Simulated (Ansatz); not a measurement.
## TaN (Fm-3m), stationary points along a deformation path

The calculation used DFT PBE, scalar-relativistic, plane waves, PAW (Ansatz). The runs took a 420 eV cutoff, a Γ-centred 26×26×26 mesh and Gaussian smearing (0.15 eV). Spin–orbit coupling is left out, which can shift energies with elements as heavy as these. No spin polarisation. Energies are free energies at this smearing, counted from the undisturbed cell; pressure is positive in compression.

Reference structure (relaxed at this level; with this scan's settings it stands at -0.1 GPa; this rock-salt form isn't the usual structure):

```
Ta N
1.0
     0.00000    2.20863    2.20863
     2.20863    0.00000    2.20863
     2.20863    2.20863    0.00000
Ta N
1 1
Direct
  0.50000 0.50000 0.50000
  0.00000 0.00000 0.00000
```

At fixed volume and fractional coordinates, lengths along (0.577, 0.577, 0.577) are scaled against those across it; ρ is that ratio over its starting value. V = 10.774 Å³/atom. Δσ is the stress along the axis less the mean stress across it (compression positive).

```csv
ρ,ΔE (meV/atom),Δσ (GPa),space group
0.500,507.3,0.00,Pm-3m
0.600,529.1,4.71,R-3m
0.710,380.3,33.99,R-3m
0.850,92.0,27.63,R-3m
0.930,16.1,10.45,R-3m
1.000,0.0,0.00,Fm-3m
1.080,14.9,-8.45,R-3m
1.200,75.8,-17.78,R-3m
1.410,390.0,-78.26,R-3m
1.700,1458.4,-174.12,R-3m
2.000,2825.4,-187.25,R-3m
```

Task: How does the stress give the slope of the energy, and where is the energy stationary?

Result: Along the path d ln(length) is 2/3 d ln ρ on the axis and −1/3 d ln ρ across it, so dE/d ln ρ = −(2/3) V Δσ: the energy falls with ρ where Δσ is positive. Δσ vanishes or changes sign at ρ = 0.500 (Pm-3m, an end of the scan), at 507.3 meV/atom; between ρ = 0.500 and 0.600, at least one maximum (the energy rises over this step, yet the slope at ρ = 0.600 points the other way); at ρ = 1.000 (Fm-3m), a minimum at 0.0 meV/atom. Pairs of stationary points between two samples would go unseen, and could change a minimum read from distant neighbours into a maximum. At ρ = 0.500, 1.000 the cell is cubic, where symmetry alone makes the stress isotropic and the slope zero.

Task: Which shear constant sets the curvature at ρ = 1?

Result: For a cubic crystal E/V = (2/3) C (ln ρ)² with C = C44, so Δσ = −2C ln ρ. The parabola of Δσ against ln ρ through ρ = 0.930, 1 and 1.080 gives C ≈ 64 GPa with the ions clamped, rough because the steps are large.

In a metal these slopes depend on the k mesh and the smearing.

Cost: 11 runs of about 1.9 core-minutes in all, on AMD EPYC 9R45 (Zen 5) (shared hosts).